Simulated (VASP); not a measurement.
# Input and output of a VASP r²SCAN single-point calculation on MgS (distorted zincblende)

INCAR

```
SIGMA = 0.02
LCHARG = .TRUE.
ISIF = 2
ENCUT = 520
NBANDS = 11
IBRION = -1
LASPH = .TRUE.
METAGGA = R2SCAN
NELM = 120
LELF = .TRUE.
ISMEAR = -1
EDIFF = 1E-7
ALGO = Normal
LREAL = .FALSE.
LWAVE = .FALSE.
NSW = 0
PREC = Accurate
```

KPOINTS

```
KPOINTS created by Atomic Simulation Environment
0
Gamma
6 6 6
0 0 0
```

POSCAR

```
Mg S
 1.0000000000000000
    -0.1382000000000000    2.8509000000000002    2.7601000000000000
     2.7780999999999998    0.0014000000000000    2.6204999999999998
     2.9386000000000001    2.8715999999999999   -0.1590000000000000
 Mg  S
   1   1
Cartesian
  2.7322418100000001  5.5784854800000003  2.5666410300000000
  1.4192803100000000  1.4057818500000001  1.4257580800000000
```

VASP ran with the recommended PBE PAW datasets (8 valence electrons in the cell).

Command

```
mpirun -np 1 vasp_std
```

OSZICAR

```
N       E                     dE             d eps       ncg     rms          rms(c)
DAV:   1     0.168865785806E+02    0.16887E+02   -0.33917E+03  2496   0.585E+02
DAV:   2    -0.151609455424E+02   -0.32048E+02   -0.30587E+02  2995   0.102E+02
DAV:   3    -0.171207300523E+02   -0.19598E+01   -0.19565E+01  3057   0.275E+01
DAV:   4    -0.171373729757E+02   -0.16643E-01   -0.16641E-01  2984   0.305E+00
DAV:   5    -0.171375854171E+02   -0.21244E-03   -0.21244E-03  3189   0.337E-01    0.422E+00
DAV:   6    -0.152801566574E+02    0.18574E+01   -0.13324E+00  2716   0.563E+00    0.419E+00
DAV:   7    -0.152883525606E+02   -0.81959E-02   -0.27666E-01  2899   0.239E+00    0.266E+00
DAV:   8    -0.153012156379E+02   -0.12863E-01   -0.12576E-02  2680   0.822E-01    0.145E-01
DAV:   9    -0.153014726292E+02   -0.25699E-03   -0.26515E-04  3396   0.106E-01    0.124E-01
DAV:  10    -0.153017293887E+02   -0.25676E-03   -0.26160E-04  2668   0.137E-01    0.456E-02
DAV:  11    -0.153017315986E+02   -0.22099E-05   -0.36227E-06  3349   0.138E-02    0.140E-02
DAV:  12    -0.153017313702E+02    0.22841E-06   -0.12124E-06  2848   0.652E-03    0.499E-03
DAV:  13    -0.153017314404E+02   -0.70292E-07   -0.16838E-07  2628   0.298E-03
   1 F= -.15301731E+02 E0= -.15301731E+02  d E =-.227550E-11
```

From OUTCAR

```
k-points           NKPTS =    112   k-points in BZ     NKDIM =    112   number of bands    NBANDS=     11

   NELECT =       8.0000    total number of electrons

   dimension x,y,z NGX =    30 NGY =   28 NGZ =   32
   dimension x,y,z NGXF=    60 NGYF=   56 NGZF=   64

  energy-cutoff  :      520.00
  volume of cell :       46.26
      direct lattice vectors                 reciprocal lattice vectors
    -0.138200000  2.850900000  2.760100000    -0.162671102  0.176010095  0.172360303
     2.778100000  0.001400000  2.620500000     0.181130596 -0.174854398  0.189675973
     2.938600000  2.871600000 -0.159000000     0.161410176  0.173581841 -0.171210313

 k-points in reciprocal lattice and weights: KPOINTS created by Atomic Simulation Env
   0.00000000  0.00000000  0.00000000       0.005
   0.16666667 -0.00000000 -0.00000000       0.009
   0.33333333 -0.00000000 -0.00000000       0.009
   0.50000000 -0.00000000 -0.00000000       0.005
   0.00000000  0.16666667 -0.00000000       0.009
   0.16666667  0.16666667 -0.00000000       0.009
   0.33333333  0.16666667 -0.00000000       0.009
   0.50000000  0.16666667 -0.00000000       0.009
   ...

 E-fermi :   1.5684

 k-point     1 :       0.0000    0.0000    0.0000
  band No.  band energies     occupation
      1     -10.9987      2.00000
      2       0.3784      2.00000
      3       0.5778      2.00000
      4       1.1408      2.00000
      5       4.5413      0.00000
      6       8.5419      0.00000
      7       9.3711      0.00000
      8      10.0277      0.00000
      9      11.7173      0.00000
     10      12.5790      0.00000
     11      14.6363      0.00000

 k-point     2 :       0.1667   -0.0000   -0.0000
  band No.  band energies     occupation
      1     -10.8611      2.00000
      2      -0.5658      2.00000
      3       0.5183      2.00000
      4       0.9996      2.00000
      5       5.5473      0.00000
      6       8.6055      0.00000
      7       9.2979      0.00000
      8      10.2713      0.00000
      9      11.3097      0.00000
     10      11.9381      0.00000
     11      14.3792      0.00000

 k-point     3 :       0.3333   -0.0000   -0.0000
  band No.  band energies     occupation
      1     -10.5564      2.00000
      2      -1.9616      2.00000
      3       0.4322      2.00000
      4       0.8114      2.00000
      5       6.4570      0.00000
      6       8.8094      0.00000
      7       9.1870      0.00000
      8      10.0952      0.00000
      9      11.9640      0.00000
     10      12.9845      0.00000
     11      13.7664      0.00000

 k-point     4 :       0.5000   -0.0000   -0.0000
  band No.  band energies     occupation
      1     -10.3856      2.00000
      2      -2.5499      2.00000
      3       0.3931      2.00000
      4       0.7287      2.00000
      5       6.5074      0.00000
      6       8.6211      0.00000
      7       9.6381      0.00000
      8       9.8305      0.00000
      9      13.3428      0.00000
     10      14.2357      0.00000
     11      14.7236      0.00000

 k-point     5 :       0.0000    0.1667   -0.0000
  band No.  band energies     occupation
      1     -10.8276      2.00000
      2      -0.3459      2.00000
      3       0.3229      2.00000
      4       0.8609      2.00000
      5       5.4350      0.00000
      6       8.9297      0.00000
      7       9.4070      0.00000
      8       9.8205      0.00000
      9      11.0224      0.00000
     10      11.6749      0.00000
     11      14.0629      0.00000

 k-point     6 :       0.1667    0.1667   -0.0000
  band No.  band energies     occupation
      1     -10.7838      2.00000
      2      -0.2997      2.00000
      3       0.1729      2.00000
      4       0.5315      2.00000
      5       5.8817      0.00000
      6       8.2121      0.00000
      7       9.9625      0.00000
      8      10.1260      0.00000
      9      10.6045      0.00000
     10      12.2180      0.00000
     11      15.3573      0.00000

 k-point     7 :       0.3333    0.1667   -0.0000
  band No.  band energies     occupation
      1     -10.5341      2.00000
      2      -1.4367      2.00000
      3       0.0256      2.00000
      4       0.3485      2.00000
      5       6.7341      0.00000
      6       8.0926      0.00000
      7       9.6586      0.00000
      8      10.1199      0.00000
      9      11.4277      0.00000
     10      13.3597      0.00000
     11      15.2797      0.00000

 k-point     8 :       0.5000    0.1667   -0.0000
  band No.  band energies     occupation
      1     -10.3075      2.00000
      2      -2.2385      2.00000
      3      -0.1269      2.00000
      4       0.2897      2.00000
      5       6.9672      0.00000
      6       8.2133      0.00000
      7       9.5935      0.00000
      8      10.2326      0.00000
      9      12.7726      0.00000
     10      13.6127      0.00000
     11      15.8521      0.00000

 k-point     9 :      -0.3333    0.1667    0.0000
  band No.  band energies     occupation
      1     -10.3620      2.00000
      2      -2.0960      2.00000
      3      -0.1555      2.00000
      4       0.4562      2.00000
      5       7.3478      0.00000
      6       7.9556      0.00000
      7       9.3894      0.00000
      8       9.8115      0.00000
      9      11.8834      0.00000
     10      14.6480      0.00000
     11      15.1499      0.00000

 k-point    10 :      -0.1667    0.1667   -0.0000
  band No.  band energies     occupation
      1     -10.6310      2.00000
      2      -1.2024      2.00000
      3       0.0828      2.00000
      4       0.7095      2.00000
      5       6.4517      0.00000
      6       8.6338      0.00000
      7       9.3052      0.00000
      8       9.7173      0.00000
      9      10.5380      0.00000
     10      12.7131      0.00000
     11      15.8148      0.00000

 k-point    11 :       0.0000    0.3333   -0.0000
  band No.  band energies     occupation
      1     -10.4438      2.00000
      2      -1.7951      2.00000
      3       0.1582      2.00000
      4       0.5983      2.00000
      5       6.0988      0.00000
      6       8.6829      0.00000
      7       9.2386      0.00000
      8       9.6832      0.00000
      9      11.7752      0.00000
     10      12.8961      0.00000
     11      13.5063      0.00000

 k-point    12 :       0.1667    0.3333   -0.0000
  band No.  band energies     occupation
      1     -10.4575      2.00000
      2      -1.3935      2.00000
      3      -0.0545      2.00000
      4       0.2616      2.00000
      5       6.4543      0.00000
      6       8.0466      0.00000
      7       9.0127      0.00000
      8       9.9531      0.00000
      9      11.5774      0.00000
     10      13.5045      0.00000
     11      14.7665      0.00000

 k-point    13 :       0.3333    0.3333   -0.0000
  band No.  band energies     occupation
      1     -10.3099      2.00000
      2      -1.4631      2.00000
      3      -0.3658      2.00000
      4      -0.1124      2.00000
      5       5.7801      0.00000
      6       7.1528      0.00000
      7      10.4764      0.00000
      8      11.7822      0.00000
      9      12.0354      0.00000
     10      13.7424      0.00000
     11      16.3576      0.00000

 k-point    14 :       0.5000    0.3333   -0.0000
  band No.  band energies     occupation
      1     -10.1379      2.00000
      2      -1.7351      2.00000
      3      -0.8761      2.00000
      4      -0.1763      2.00000
      5       5.7021      0.00000
      6       7.4324      0.00000
      7      11.1306      0.00000
      8      12.0016      0.00000
      9      12.6579      0.00000
     10      13.9453      0.00000
     11      15.8085      0.00000

 k-point    15 :      -0.3333    0.3333    0.0000
  band No.  band energies     occupation
      1     -10.1239      2.00000
      2      -1.7373      2.00000
      3      -1.1994      2.00000
      4       0.0241      2.00000
      5       6.3650      0.00000
      6       8.2496      0.00000
      7      10.0631      0.00000
      8      10.9625      0.00000
      9      11.9688      0.00000
     10      13.2229      0.00000
     11      17.1109      0.00000

 k-point    16 :      -0.1667    0.3333   -0.0000
  band No.  band energies     occupation
      1     -10.2821      2.00000
      2      -1.9690      2.00000
      3      -0.3788      2.00000
      4       0.3475      2.00000
      5       6.8984      0.00000
      6       7.7539      0.00000
      7       9.2670      0.00000
      8      10.1097      0.00000
      9      12.3443      0.00000
     10      14.3261      0.00000
     11      14.6624      0.00000

 ...

  Total       -0.4094951     -0.1904159     -0.2275149     -1.0170919     -0.5412762      1.0873327
  in kB      -14.1823674     -6.5948243     -7.8797023    -35.2257496    -18.7464484     37.6584529
  external PRESSURE =      -9.5522980 kB  Pullay stress =       0.0000000 kB

 POSITION                                       TOTAL-FORCE (eV/Angst)
 -----------------------------------------------------------------------------------
      2.73224      5.57849      2.56664         0.485222     -0.185076      0.791178
      1.41928      1.40578      1.42576        -0.485222      0.185076     -0.791178
 -----------------------------------------------------------------------------------
    total drift:                               -0.001346     -0.002547     -0.000100

  FREE ENERGIE OF THE ION-ELECTRON SYSTEM (eV)
  ---------------------------------------------------
  free  energy   TOTEN  =       -15.3017314404 eV

  energy  without entropy=      -15.3017314404  energy(sigma->0) =      -15.30173144
```

```
gap between bands v and c on the k mesh : 3.40 eV
least direct gap on the k mesh          : 3.40 eV
pressure                                : -1.0 GPa
largest force                           : 0.95 eV/Å
```

Band v is the last that the valence electrons fill when counted band by band, and c is the next.

The run took about 87 s on one core of a shared host (Intel Xeon 6975P-C) and held 0.2 GiB at most.
